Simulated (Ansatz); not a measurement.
## Structures of TiTe2: which is lowest?

Plane-wave DFT in Ansatz with scalar-relativistic PAW potentials, cutoff 420 eV, Γ-centred meshes chosen by cell and gap, Gaussian smearing with energies taken to zero width. Every cell was relaxed (cell and atoms) in a run of its own, within the symmetry of its start. Functional: PBE.

Relaxed structures (starts from databases or built by putting these elements on another compound's sites):
A. Fm-3m, 3 atoms in the computed cell, a = 6.885 Å; sites (symmetry × multiplicity) Ti m-3m × 4, Te -43m × 8; start: built
B. P4/nmm, 6 atoms in the computed cell, a = 4.518 Å, c = 7.451 Å; sites (symmetry × multiplicity) Ti 4mm × 2, Te -4m2 × 2 + 4mm × 2; start: built
C. P-3m1, 3 atoms in the computed cell, a = 3.769 Å, c = 6.898 Å; sites (symmetry × multiplicity) Ti -3m. × 1, Te 3m. × 2; start: database
D. I4/mmm, 3 atoms in the computed cell, a = 3.382 Å, c = 14.252 Å; sites (symmetry × multiplicity) Ti 4/mmm × 2, Te 4mm × 4; start: built
E. Pnnm, 6 atoms in the computed cell, a = 6.141 Å, b = 7.043 Å, c = 3.736 Å; sites (symmetry × multiplicity) Ti ..2/m × 2, Te ..m × 4; start: built
F. P4_2/mnm, 6 atoms in the computed cell, a = 6.756 Å, c = 3.768 Å; sites (symmetry × multiplicity) Ti m.mm × 2, Te m.2m × 4; start: built
G. P4_2/nmc, 6 atoms in the computed cell, a = 4.844 Å, c = 7.044 Å; sites (symmetry × multiplicity) Ti -4m2 × 2, Te 2mm. × 4; start: built

Task: Rank them by energy. Could pressure change the order?

Result:
| structure | group | E − E(lowest) (meV/atom) | V (Å³/atom) | gap on mesh (eV) |
| --- | --- | --- | --- | --- |
| C | P-3m1 | 0.0 | 28.29 | 0.00 |
| E | Pnnm | 95 | 26.94 | 0.00 |
| F | P4_2/mnm | 122 | 28.67 | 0.00 |
| D | I4/mmm | 271 | 27.17 | 0.00 |
| G | P4_2/nmc | 359 | 27.55 | 0.00 |
| B | P4/nmm | 385 | 25.35 | 0.00 |
| A | Fm-3m | 394 | 27.20 | 0.00 |

C is lowest, 95 meV/atom under E. E is denser by 1.35 Å³/atom, so pressure favours it: ΔE/ΔV, with ΔE in eV and 1 eV/Å³ = 160.2 GPa, gives about 11 GPa for equal enthalpy if both cells were rigid, a rough figure since the two compress differently. Other structures may lie lower than all of these, and vibrations aren't counted.

Spin-orbit coupling is left out, which matters for the bands of heavy elements.